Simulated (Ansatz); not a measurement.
# As under changes of volume

One of the cells (21.530 Å³/atom); the others are scaled copies at fixed shape and fractional positions:

```
As
1.0
     1.88080    1.08588    3.51406
    -1.88080    1.08588    3.51406
     0.00000   -2.17176    3.51406
As
2
Direct
  0.22600 0.22600 0.22600
  0.77400 0.77400 0.77400
```

| Quantity | Value |
| --- | --- |
| Program | Ansatz 0.2.0 |
| Functional | PBE |
| Potentials or basis | JTH PAW |
| Cutoff | 1350 eV (not typed: the program's choice for these potentials) |
| k mesh | 9 × 9 × 9 |
| Occupations | fermi-dirac, width 0.05 eV |
| Spin | no spin polarisation |

```tsv
volume (Å³/atom)	energy over the lowest point (meV/atom)	pressure (GPa)	largest force (eV/Å)
20.239	65.34	9.7	0.912
20.669	?	?	?
21.100	24.83	5.6	0.594
21.530	12.28	3.8	0.451
21.961	4.23	2.2	0.316
22.392	0.27	0.8	0.189
22.822	0.00	-0.5	0.070
```

Problem. What does the run at 20.669 Å³/atom give?

Solution. Energy over the lowest point 42.35 meV/atom; pressure 7.5 GPa; largest force 0.748 eV/Å.

Worked out: A Birch-Murnaghan fit of order 3 (a polynomial in V^(-2/3)) to the other rows has its minimum at 22.64 Å³/atom with B0 = V·E''(V) = 68 GPa and B' = 4.1 at fixed shape and positions, which overstates the stiffness. It gives 42.36 meV/atom at 20.669 Å³/atom, against the run's 42.35, and -dE/dV = 7.5 GPa, against 7.5.

Energies are extrapolated to zero smearing.
